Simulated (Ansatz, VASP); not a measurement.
This is a calculation of Os (Osmium) for Ansatz 0.2.0. 

The input input.yaml:

```yaml
crystal:
  lattice:
    - [2.7341, 0.0, 0.0]
    - [-1.36705, 2.3678000565, 0.0]
    - [0.0, 0.0, 4.3197]
  atoms:
    - { symbol: Os, position: [0.6666666667, 0.3333333333, 0.75] }
    - { symbol: Os, position: [0.3333333333, 0.6666666667, 0.25] }
hamiltonian:
  xc: pbe
  pseudopotentials: { kind: paw }
kpoints:
  mp_grid: { grid: [11, 11, 6] }
scf:
  occupations: { method: gaussian, width: 0.025 }
output:
  forces: true
  stress: true
  eigenvalues: true
  write_density: true
  write_potential: true
  elf: true
  volumetric_format: npy
```

Potentials or basis: Ansatz PAW.

Command:

```bash
$ ansatz run input.yaml --threads 2 --pin off --max-ram 5632MiB --backend cpu --events-out ev --progress --plain --runs-dir out
```

**Question.** What does the same run look like in VASP 6.6.1? Potentials or basis there: PBE PAW files Os, 520 eV.

**Answer.** As run (cutoffs and basis follow the program's own potentials, and thresholds, step limits or extra output files can differ):

Contents of INCAR:

```
ALGO = Normal ; EDIFF = 1E-6
ENCUT = 520 ; GGA = PE
ISIF = 2 ; ISMEAR = 0
LASPH = True ; LCHARG = True
LELF = True ; LREAL = False
LVHAR = True ; LWAVE = False
NBANDS = 15 ; NELM = 80
PREC = Accurate ; SIGMA = 0.025
```

File KPOINTS:

```
k-points
0
Gamma
  11 11 6
```

The input POSCAR:

```
Os
1.0
    2.7341000000      0.0000000000      0.0000000000
   -1.3670500000      2.3678000565      0.0000000000
    0.0000000000      0.0000000000      4.3197000000
Os
2
Direct
    0.6666666667      0.3333333333      0.7500000000
    0.3333333333      0.6666666667      0.2500000000
```

Potentials or basis: VASP PAW PBE potentials, release 64 (Os).

The run is started by

```sh
$ cat potpaw_PBE.64/Os/POTCAR > POTCAR
$ mpirun -np 1 vasp_std > vasp.out
```

Both were run:

|  | Ansatz | VASP |
| --- | --- | --- |
| Pressure | 8.8 GPa | 8.8 GPa |

Ansatz's pressure holds a Pulay term of +0.09 GPa for its cutoff of 420 eV, which the other run lacks.

The potentials hold 32 and 16 valence electrons a cell.

Where Ansatz's input types no cutoff or centring, it takes its own default and a Γ-centred mesh.

Pressure is positive in compression.
